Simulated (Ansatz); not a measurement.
Te2Mo:

```
CELL_PARAMETERS angstrom
3.51820 0.00000 0.00000
-1.75910 3.04685 0.00000
0.00000 0.00000 13.97360
ATOMIC_POSITIONS crystal
Te 0.66667 0.33333 0.37900
Te 0.33333 0.66667 0.87900
Te 0.66667 0.33333 0.12100
Te 0.33333 0.66667 0.62100
Mo 0.66667 0.33333 0.75000
Mo 0.33333 0.66667 0.25000
```

- Program: Ansatz 0.2.0
- Task: relaxation of cell and atoms
- Functional: exchange-only PBE
- Potentials or basis: Ansatz PAW
- Cutoff: 420 eV (not typed: the program's choice for these potentials)
- k mesh: 9 × 9 × 2
- Occupations: fermi-dirac, width 0.05 eV
- Spin: no spin polarisation

At the start: volume 24.96 Å³/atom.

Question: How do energy, volume and symmetry change on relaxing?

Answer: It ends after 18 steps and the volume is 41.80 Å³/atom (+67.4 %); space group P6_3/mmc (No. 194, to 0.05 Å).

The path:
| step | energy change (eV) | largest force (eV/Å) | volume (Å³) |
| --- | --- | --- | --- |
| 1 | 0.0000 | 1.0658 | 149.79 |
| 2 | -1.1557 | 0.9035 | 171.31 |
| 3 | -1.5663 | 0.5152 | 189.96 |
| 4 | -1.7075 | 0.0613 | 195.77 |
| 5 | -1.7450 | 0.0233 | 203.56 |
| 6 | -1.7457 | 0.0030 | 205.06 |
| 7 | -1.7919 | 0.0037 | 205.06 |
| 8 | -1.8143 | 0.0194 | 210.58 |
| 9 | -1.8376 | 0.0275 | 219.44 |
| 10 | -1.8477 | 0.0102 | 228.18 |
| 11 | -1.8479 | 0.0007 | 232.51 |
| 12 | -1.8482 | 0.0061 | 231.27 |
| 13 | -1.8553 | 0.0060 | 231.27 |
| 14 | -1.8581 | 0.0003 | 237.80 |
| 15 | -1.8592 | 0.0206 | 246.08 |
| 16 | -1.8591 | 0.0044 | 249.38 |
| 17 | -1.8589 | 0.0038 | 250.78 |
| 18 | -1.8617 | 0.0040 | 250.78 |

Final structure:
```
Te Mo
1.0
     3.81080    0.00000    0.00000
    -1.90540    3.30025    0.00000
     0.00000    0.00000   19.93997
Te Mo
4 2
Direct
  0.66667 0.33333 0.34166
  0.33333 0.66667 0.84166
  0.66667 0.33333 0.15834
  0.33333 0.66667 0.65834
  0.66667 0.33333 0.75000
  0.33333 0.66667 0.25000
```

Caveat: the volume moved by over 15 % at a fixed basis, so the end points are rough; the plane-wave basis is chosen anew once the cell has moved, so the energies of steps on either side of that aren't comparable; the volume moved by +67 % from the deposited cell, more than functionals usually miss; the PAW data sets come from PBE, with cores solved anew for the run's functional, which leaves a small shift of forces and pressure.
